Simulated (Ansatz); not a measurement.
`C=CBB(C)F` + `CC(=O)O` → `CB(F)OC(C)=O` + `BC=C`  (cleavage of the B–B bond)

Computed with Ansatz on PBE0-D4/def2-TZVP structures; ΔE is electronic, products minus reactants. CCSD(T)/CBS adds triple-zeta CCSD(T) − MP2 to the extrapolated MP2 energy (def2 sets, frozen cores). Functionals use def2-TZVPP. One conformer a species, not always the lowest.

Q: Is it downhill or uphill in electronic energy at CCSD(T)/CBS, and by how much? (An estimate is asked.)

A: The calculation gave: Downhill: ΔE = -33.0 kcal/mol.

Q: What do these levels give: r2SCAN-D4, MP2/def2-TZVPP, SCS-MP2/def2-TZVPP, CCSD(T)/def2-TZVPP, MP2/def2-QZVPP, CCSD/CBS(def2)? (An estimate is asked.)

A: Ansatz gave: r2SCAN-D4 -32.6, MP2/def2-TZVPP -34.2, SCS-MP2/def2-TZVPP -34.3, CCSD(T)/def2-TZVPP -33.4, MP2/def2-QZVPP -34.0, CCSD/CBS(def2) -33.2 kcal/mol.

Largest T1 diagnostic among the species: 0.015.

The D4 term adds −0.8 kcal/mol with B3LYP and −0.4 kcal/mol with PBE0; it sums over pairs of atoms, weighted by their polarisabilities, and B3LYP, whose exchange is more repulsive, gets the larger term. In def2-TZVPP, CCSD(T) changes the Hartree–Fock value by +3.2 kcal/mol (the triples alone add +0.2 kcal/mol) and MP2 by +2.4 kcal/mol.

B3LYP here is the variant with VWN-RPA as its local correlation; programs differ in this.
